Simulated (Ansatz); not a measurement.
InSe: pressure and largest V_zz as volume scale varies

Periodic Kohn-Sham DFT of a crystal at fixed atoms, scaled to volume_scale times the given cell; pressure positive in compression, energy less spherical unpolarised free atoms, largest_vzz the field gradient of largest size among the nuclei. The results are calculated, by Ansatz 0.2.0.

The cell before it is scaled or strained (space group R3m, No. 160):
```
InSe
1.0
      2.0000     1.1547     8.3167
     -2.0000     1.1547     8.3167
      0.0000    -2.3094     8.3167
In Se
2 2
Direct
  0.00000 0.00000 0.00000
  0.11220 0.11220 0.11220
  0.61550 0.61550 0.61550
  0.83000 0.83000 0.83000
```

Settings of every row: method all-electron PAW; functional PBEsol; relativity scalar; k mesh 7x7x7; filling fermi-dirac; smearing width 0.01 eV; nucleus gaussian.

Atom start moment: 0 on all atoms.

Limits: a layered crystal: even scaling strains the bonds within the layers, so this curve is stiffer than the crystal under pressure; field gradient without spin-orbit coupling on heavy atoms; small gap, it may come from the mesh.

| row | volume scale | V (Å³/atom) | pressure (GPa) | largest V_zz (1e21 V/m^2) |
| --- | --- | --- | --- | --- |
| 1 | 0.94 | 27.081 | 4.01 | -11.286 |
| 2 | 0.96 | 27.657 | ? | ? |
| 3 | 0.98 | 28.234 | 1.37 | -10.765 |
| 4 | 0.99 | 28.522 | 0.799 | -10.635 |
| 5 | 1 | 28.81 | 0.259 | -10.505 |
| 6 | 1.01 | 29.098 | -0.25 | -10.374 |
| 7 | 1.02 | 29.386 | -0.732 | -10.244 |
| 8 | 1.04 | 29.962 | -1.615 | -9.986 |
| 9 | 1.06 | 30.538 | -2.403 | -9.728 |

Question: what pressure and largest V_zz should row 2 give?

Worked fit of pressure. Take u = (V_r/V)^(2/3) − 1 with V_r = 28.954 Å³ an atom, which is twice the finite (Eulerian) strain; such expansions in the strain, on which the Birch-Murnaghan equation of state is built, carry the rest volume and the bulk modulus. The shown rows have u = 0.04559, 0.01693, 0.01007, 0.00333, -0.0033, -0.00982, -0.02256, -0.03489. Least squares give pressure = 0.0008 + 76.846 × u + 234.65 × u² + 191 × u³ GPa; a parabola predicts inner rows, each left out in turn, worse (root mean square 0.0029 against 0.00065 GPa). The rows lie off it by 0.000, 0.000, 0.000, 0.000, 0.000, -0.001, 0.001, 0.000. The pressure vanishes at u = -0.0000, or V = 28.95 Å³ an atom, and there the bulk modulus at fixed shape and fractions is B = −V dP/dV = (2/3)(1 + u) dP/du = 51.2 GPa. Letting shape and atoms relax would as a rule lower it, by much in layered, chain or molecular crystals. The withheld row has u = 0.03102, so the fit gives 0.0008 + 76.846 × (0.03102) + 234.65 × (0.03102)² + 191 × (0.03102)³ = 2.616 GPa.

The calculation gave 2.615 GPa. The fit lies 0.001 GPa (0.016 % of the column's range) above it, one unit of the last digit.

Worked fit of largest V_zz. Take t = volume scale − 1. The shown rows have t = -0.06, -0.02, -0.01, 0, 0.01, 0.02, 0.04, 0.06. Their means are 0.005 and -10.4404 1e21 V/m^2; the sums about the means are S_tt = 0.0096 and S_ty = 0.1247, whose ratio is the slope. Least squares give largest V_zz = −10.5053 + 12.988 × t 1e21 V/m^2. The rows lie off it by -0.001, 0.000, 0.000, 0.000, 0.001, 0.002, 0.000, -0.002. The withheld row has t = -0.04, so the fit gives −10.5053 + 12.988 × (-0.04) = -11.025 1e21 V/m^2.

The calculation gave -11.026 1e21 V/m^2. The fit lies 0.001 1e21 V/m^2 (0.064 % of the column's range) above it, one unit of the last digit.
